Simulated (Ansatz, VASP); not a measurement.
Nb in VASP and in Ansatz

File INCAR:

```
PREC = Accurate ; ENCUT = 520
EDIFF = 1E-7 ; ISMEAR = 0
SIGMA = 0.05 ; LREAL = F
LASPH = T ; NELM = 100
ALGO = Normal ; ISIF = 2
LWAVE = F ; LCHARG = F
GGA = PE ; NBANDS = 12
```

File KPOINTS:

```
regular mesh
0
Gamma
  11 11 11
```

Contents of POSCAR:

```
Nb
1.0
   -1.6680600000      1.6680600000      1.6680600000
    1.6680600000     -1.6680600000      1.6680600000
    1.6680600000      1.6680600000     -1.6680600000
Nb
1
Direct
    0.0000000000      0.0000000000      0.0000000000
```

Input for Ansatz:

```yaml
crystal:
  lattice:
    - [-1.66806, 1.66806, 1.66806]
    - [1.66806, -1.66806, 1.66806]
    - [1.66806, 1.66806, -1.66806]
  atoms:
    - { symbol: Nb, position: [0.0, 0.0, 0.0] }
hamiltonian:
  xc: pbe
  pseudopotentials: { kind: paw }
basis:
  ecutwfc: 420
kpoints:
  mp_grid: { grid: [11, 11, 11] }
scf:
  occupations: { method: gaussian, width: 0.05 }
  lower_state_search: "off"
  algorithm: density_mixing
  max_iter: 80
  mixing: { algorithm: broyden, beta: 0.7, preconditioner: ldos }
output:
  forces: true
  stress: true
```

Alike in both runs: task single point; functional PBE; k mesh 11 × 11 × 11; occupations gaussian, width 0.05 eV; no spin polarisation.

|  | VASP | Ansatz |
| --- | --- | --- |
| version | VASP 6.6.1 | Ansatz 0.2.0 |
| potentials or method | VASP PAW PBE potentials, release 64 (Nb_sv) | PAW, plane waves, scalar-relativistic |
| plane-wave cutoff (eV) | 520 | 420 |
| valence electrons in the cell | 13 | 13 |

VASP gave:

| Quantity | Value |
| --- | --- |
| pressure (GPa) | -3.4 |

**Question.** Estimate Ansatz's values.

**Answer.** Pressure (GPa): -3.0.
